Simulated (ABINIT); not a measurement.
# Al2Au (Fm-3m) in ABINIT: reference runs

How does Al2Au come out in PBE? The cell is run as given and disturbed.

All numbers are computed with ABINIT 10.8.3 (patched build); they aren't measurements. Logs are shortened: lines on timing, memory, paths and dates and some standing lists are left out, and cuts for length are marked. The log counts tension as positive stress, the text compression.

## 1. Starting point

Symmetry: Fm-3m, No. 225, cubic system. Conventional cell: a = 6.000 Å, b = 6.000 Å, c = 6.000 Å, α = 90.00°, β = 90.00°, γ = 90.00°. Around Au (site symmetry m-3m) lie 8 Al at 2.60 Å. Around Al (site symmetry -43m) lie 4 Au at 2.60 Å.

## 2. Single point, PBE

The input, run.abi:

```
# Pseudopotentials
pp_dirpath "./"
pseudos "Au.GGA_PBE-JTH.xml, Al.GGA_PBE-JTH.xml"

# Structure
acell 3*1.0 Angstrom
rprim
     0.0000000000     3.0000000000     3.0000000000
     3.0000000000     0.0000000000     3.0000000000
     3.0000000000     3.0000000000     0.0000000000
ntypat 2
znucl 79 13
natom 3
typat 1 2 2
xred
     0.0000000000     0.0000000000     0.0000000000
     0.7500000000     0.7500000000     0.7500000000
     0.2500000000     0.2500000000     0.2500000000

# Plane-wave basis
ecut 20.0
pawecutdg 40.0
pawxcdev 0

# k points
kptopt 1
ngkpt 8 8 8
nshiftk 1
shiftk 0.0 0.0 0.0

# Exchange and correlation
ixc 11

# Bands and occupations
nband 13
occopt 3
tsmear 0.00183747

# SCF cycle
nstep 100
tolvrs 1.0e-9

# Output
iomode 3
prtwf 0
prteig 0
prtebands 0
enunit 1
prtden 1
prtvha 1
prtvclmb 1
prtpot 1
```

Potentials or basis: JTH PAW PBE v2.0.

Launch:

```console
> abinit run.abi > log 2>&1
```

run.abo:

```text
.Version 10.8.3 of ABINIT
 Symmetries : space group Fm -3 m (#225); Bravais cF (face-center cubic)
================================================================================
 Values of the parameters that define the memory need of the present run
     intxc =       0    ionmov =       0      iscf =      17    lmnmax =      18
     lnmax =       6     mgfft =      36  mpssoang =       3    mqgrid =    3001
     natom =       3  nloc_mem =       2    nspden =       1   nspinor =       1
    nsppol =       1      nsym =      48    n1xccc =       1    ntypat =       2
    occopt =       3   xclevel =       2
       mpw =        1587          nfft =       46656          nkpt =          29
 PAW method is used; the additional fine FFT grid is defined by:
   mgfftf=        48    nfftf =    110592
================================================================================
================================================================================

--------------------------------------------------------------------------------
------------- Echo of variables that govern the present computation ------------
--------------------------------------------------------------------------------
 -outvars: echo values of preprocessed input variables --------
            acell      1.8897261259E+00  1.8897261259E+00  1.8897261259E+00 Bohr
              amu      1.96966540E+02  2.69815390E+01
             ecut      2.00000000E+01 Hartree
           enunit           1
              ixc          11
         kptrlatt        8    0    0      0    8    0      0    0    8
          kptrlen      6.41394316E+01
            natom           3
            nband          13
            ngfft          36      36      36
          ngfftdg          48      48      48
             nkpt          29
            nstep         100
             nsym          48
           ntypat           2
           occopt           3
        pawecutdg      4.00000000E+01 Hartree
         pawxcdev           0
        prtebands           0
           prteig           0
           prtpot           1
         prtvclmb           1
           prtvha           1
            prtwf           0
            rprim      0.0000000000E+00  3.0000000000E+00  3.0000000000E+00
                       3.0000000000E+00  0.0000000000E+00  3.0000000000E+00
                       3.0000000000E+00  3.0000000000E+00  0.0000000000E+00
          spgroup         225
           tolvrs      1.00000000E-09
           tsmear      1.83747000E-03 Hartree
            typat      1  2  2
           useylm           1
           xangst      0.0000000000E+00  0.0000000000E+00  0.0000000000E+00
                       4.5000000000E+00  4.5000000000E+00  4.5000000000E+00
                       1.5000000000E+00  1.5000000000E+00  1.5000000000E+00
            xcart      0.0000000000E+00  0.0000000000E+00  0.0000000000E+00
                       8.5037675666E+00  8.5037675666E+00  8.5037675666E+00
                       2.8345891889E+00  2.8345891889E+00  2.8345891889E+00
             xred      0.0000000000E+00  0.0000000000E+00  0.0000000000E+00
                       7.5000000000E-01  7.5000000000E-01  7.5000000000E-01
[... 174 lines left out ...]
    1     -0.00000000000000    -0.00000000000000     0.00000000000000
    2      0.00000000000000     0.00000000000000    -0.00000000000000
    3     -0.00000000000000     0.00000000000000     0.00000000000000
 frms,max,avg= 2.3174327E-31 4.1744721E-31   0.000E+00  0.000E+00  0.000E+00 h/b

 cartesian forces (eV/Angstrom) at end:
    1     -0.00000000000000    -0.00000000000000     0.00000000000000
    2      0.00000000000000     0.00000000000000    -0.00000000000000
    3     -0.00000000000000     0.00000000000000     0.00000000000000
 frms,max,avg= 1.1916718E-29 2.1465999E-29   0.000E+00  0.000E+00  0.000E+00 e/A
 length scales=  1.889726125908  1.889726125908  1.889726125908 bohr
              =  1.000000000000  1.000000000000  1.000000000000 angstroms
 Fermi (or HOMO) energy (eV) =   7.75103   Average Vxc (eV)= -10.04797
 Eigenvalues (   eV  ) for nkpt=  29  k points:
 kpt#   1, nband= 13, wtk=  0.00195, kpt=  0.0000  0.0000  0.0000 (reduced coord)
  -2.80994    1.14358    1.14358    1.14358    2.09845    2.09845   10.03055   10.70899
  10.70899   10.70899   11.64403   11.64403   11.64403
 prteigrs : prtvol=0 or 1, do not print more k-points.

--- !EnergyTerms
iteration_state     : {dtset: 1, }
comment             : Components of total free energy in Hartree
kinetic             :  1.01377712515069E+01
hartree             :  8.64914508666504E+00
xc                  : -5.20141851003080E+00
Ewald energy        : -3.36365570745670E+01
psp_core            :  1.30141087430950E+00
local_psp           : -2.38960512649643E+01
PAW spherical_terms :  4.23170781615876E+00
internal            : -3.84139918209220E+01
'-kT*entropy'       : -3.16931445066193E-04
total_energy        : -3.84143087523670E+01
total_energy_eV     : -1.04530659283303E+03
...

--- !EnergyTermsDC
iteration_state     : {dtset: 1, }
comment             : '"Double-counting" decomposition of free energy'
band_energy         :  1.51906807702118E+00
Ewald energy        : -3.36365570745670E+01
psp_core            :  1.30141087430950E+00
xc_dc               : -8.00023772862415E+00
PAW spherical_terms :  4.02331349265681E-01
internal            : -3.84139845025948E+01
'-kT*entropy'       : -3.16931445066193E-04
total_energy_dc     : -3.84143014340399E+01
total_energy_dc_eV  : -1.04530639369120E+03
...

--- !EnergyTermsWithPAWCore
iteration_state     : {dtset: 1, }
comment             : 'Components of total free energy, including PAW core contributions'
Total energy        : -1.94976818391050E+04
Total energy DC     : -1.94976818317867E+04
Total energy (eV)   : -5.30558951425136E+05
Total energy DC (eV): -5.30558951225994E+05
...

 Cartesian components of stress tensor (hartree/bohr^3)
  sigma(1 1)= -1.05183594E-04  sigma(3 2)=  0.00000000E+00
  sigma(2 2)= -1.05183594E-04  sigma(3 1)=  0.00000000E+00
  sigma(3 3)= -1.05183594E-04  sigma(2 1)=  0.00000000E+00

-Cartesian components of stress tensor (GPa)         [Pressure=  3.0946E+00 GPa]
- sigma(1 1)= -3.09460817E+00  sigma(3 2)=  0.00000000E+00
- sigma(2 2)= -3.09460817E+00  sigma(3 1)=  0.00000000E+00
- sigma(3 3)= -3.09460817E+00  sigma(2 1)=  0.00000000E+00

== END DATASET(S) ==============================================================
================================================================================

 -outvars: echo values of variables after computation  --------
            acell      1.8897261259E+00  1.8897261259E+00  1.8897261259E+00 Bohr
           etotal     -3.8414301434E+01
            fcart     -1.8553209481E-31 -1.5461007901E-31  2.7829814222E-31
                       4.1744721333E-31  7.7305039506E-32 -3.2468116592E-31
                      -2.3191511852E-31  7.7305039506E-32  4.6383023704E-32
            rprim      0.0000000000E+00  3.0000000000E+00  3.0000000000E+00
                       3.0000000000E+00  0.0000000000E+00  3.0000000000E+00
                       3.0000000000E+00  3.0000000000E+00  0.0000000000E+00
           strten     -1.0518359395E-04 -1.0518359395E-04 -1.0518359395E-04
                       0.0000000000E+00  0.0000000000E+00  0.0000000000E+00
           xangst      0.0000000000E+00  0.0000000000E+00  0.0000000000E+00
                       4.5000000000E+00  4.5000000000E+00  4.5000000000E+00
                       1.5000000000E+00  1.5000000000E+00  1.5000000000E+00
             xred      0.0000000000E+00  0.0000000000E+00  0.0000000000E+00
                       7.5000000000E-01  7.5000000000E-01  7.5000000000E-01
                       2.5000000000E-01  2.5000000000E-01  2.5000000000E-01
 Calculation completed.
```

It took 68 s on 1 thread of Arm Neoverse V1, shared host; peak memory 0.14 GiB.

Results:

```yaml
Free_energy: -1045.3064 eV
Pressure: 3.1 GPa
Band_gap_on_the_k_mesh: none (metal or under the smearing width)
Valence_electrons_inside_the_program's_atomic_spheres: Au 9.77; Al 0.72
```

The run has no spin-orbit coupling, so splittings on Au are missing.

## 3. Single point, PBE (atoms moved at random, drawn with an rms of 0.05 Å)

The input, run.abi:

```
# Pseudopotentials
pp_dirpath "./"
pseudos "Au.GGA_PBE-JTH.xml, Al.GGA_PBE-JTH.xml"

# Structure
acell 8.0174289438 8.0174289438 8.0174289438
rprim
     0.0000000000     0.7071067812     0.7071067812
     0.7071067812     0.0000000000     0.7071067812
     0.7071067812     0.7071067812     0.0000000000
ntypat 2
znucl 79 13
natom 3
typat 1 2 2
xcart
     0.0124041623     0.0112930033    -0.1048797999
     8.6165218495     8.4706822358     8.4344618552
     2.9001759115     2.8440567148     2.7968381281
chkprim 0
chksymtnons 0
tolsym 1.0e-6

# Plane-wave basis
ecut 20.0
pawecutdg 40.0
pawxcdev 0

# k points
kptopt 1
ngkpt 8 8 8
nshiftk 1
shiftk 0.0 0.0 0.0

# Exchange and correlation
ixc 11

# Bands and occupations
nband 13
occopt 3
tsmear 0.00183747

# SCF cycle
nstep 100
tolvrs 1.0e-9

# Output
iomode 3
prtwf 0
prteig 0
prtebands 0
enunit 1
prtden 1
prtvha 1
prtvclmb 1
prtpot 1
```

Potentials or basis: JTH PAW PBE v2.0.

Launch:

```console
> abinit run.abi > log 2>&1
```

run.abo:

```text
.Version 10.8.3 of ABINIT
 Symmetries : space group P1 (#  1); Bravais aP (primitive triclinic)
================================================================================
 Values of the parameters that define the memory need of the present run
     intxc =       0    ionmov =       0      iscf =      17    lmnmax =      18
     lnmax =       6     mgfft =      36  mpssoang =       3    mqgrid =    3001
     natom =       3  nloc_mem =       2    nspden =       1   nspinor =       1
    nsppol =       1      nsym =       1    n1xccc =       1    ntypat =       2
    occopt =       3   xclevel =       2
       mpw =        1587          nfft =       46656          nkpt =         260
 PAW method is used; the additional fine FFT grid is defined by:
   mgfftf=        48    nfftf =    110592
================================================================================
================================================================================

[... 294 lines left out ...]
================================================================================

 -outvars: echo values of variables after computation  --------
            acell      8.0174289438E+00  8.0174289438E+00  8.0174289438E+00 Bohr
           etotal     -3.8413831822E+01
            fcart      6.6164412720E-03 -2.0304783184E-03  4.1505050609E-03
                      -4.8248560489E-03  2.1558938527E-03 -8.2851055613E-04
                      -1.7915852231E-03 -1.2541553429E-04 -3.3219945048E-03
            rprim      0.0000000000E+00  7.0710678120E-01  7.0710678120E-01
                       7.0710678120E-01  0.0000000000E+00  7.0710678120E-01
                       7.0710678120E-01  7.0710678120E-01  0.0000000000E+00
           strten     -1.0845472368E-04 -1.1087865577E-04 -1.0991411574E-04
                      -1.7410402585E-05  1.3233718687E-05  1.3886786999E-05
           xangst      6.5640000050E-03  5.9759999850E-03 -5.5499999953E-02
                       4.5596669969E+00  4.4824919969E+00  4.4633249970E+00
                       1.5347069989E+00  1.5050099990E+00  1.4800229990E+00
             xred     -9.3480000018E-03 -9.1519999950E-03  1.1339999998E-02
                       7.3102499999E-01  7.5674999999E-01  7.6313899999E-01
                       2.4172099999E-01  2.5161999999E-01  2.5994899999E-01
 Calculation completed.
```

It took 9.2 min on 1 thread of Arm Neoverse V1, shared host; peak memory 0.31 GiB.

Results:

```yaml
Free_energy: -1045.2936 eV
Pressure: 3.2 GPa
Largest_force: 0.415 eV/Å
Band_gap_on_the_k_mesh: none (metal or under the smearing width)
Valence_electrons_inside_the_program's_atomic_spheres: Au 9.75; Al 0.73
```

Forces on the atoms (eV/Å):
```
Au   0.340 -0.104  0.213
Al  -0.248  0.111 -0.043
Al  -0.092 -0.006 -0.171
```

Levels at points of the mesh, in eV from the Fermi level:
```
           k point  band 5  band 6  band 7  band 8  band 9  band 10  band 11  band 12  band 13
(0.00, 0.00, 0.00)   -5.66   -5.66    2.27    2.89    2.97     2.97     3.89     3.90     3.91
(0.50, 0.00, 0.00)   -5.55   -5.55   -5.52    0.32    0.34     3.32     3.59     3.82     3.85
(0.00, 0.50, 0.00)   -5.55   -5.52   -5.44    0.32    0.43     3.29     3.58     3.74     3.84
(0.50, 0.50, 0.00)   -5.79   -5.36   -5.04   -2.12   -2.11     1.24     2.08     7.73     9.78
(0.00, 0.00, 0.50)   -5.55   -5.53   -5.44    0.31    0.44     3.26     3.57     3.78     3.85
(0.50, 0.00, 0.50)   -5.79   -5.36   -5.04   -2.12   -2.11     1.24     2.08     7.73     9.78
(0.00, 0.50, 0.50)   -5.79   -5.36   -5.03   -2.12   -2.11     1.24     2.08     7.73     9.77
(0.50, 0.50, 0.50)   -5.55   -5.53   -5.45    0.31    0.43     3.28     3.57     3.75     3.86
```
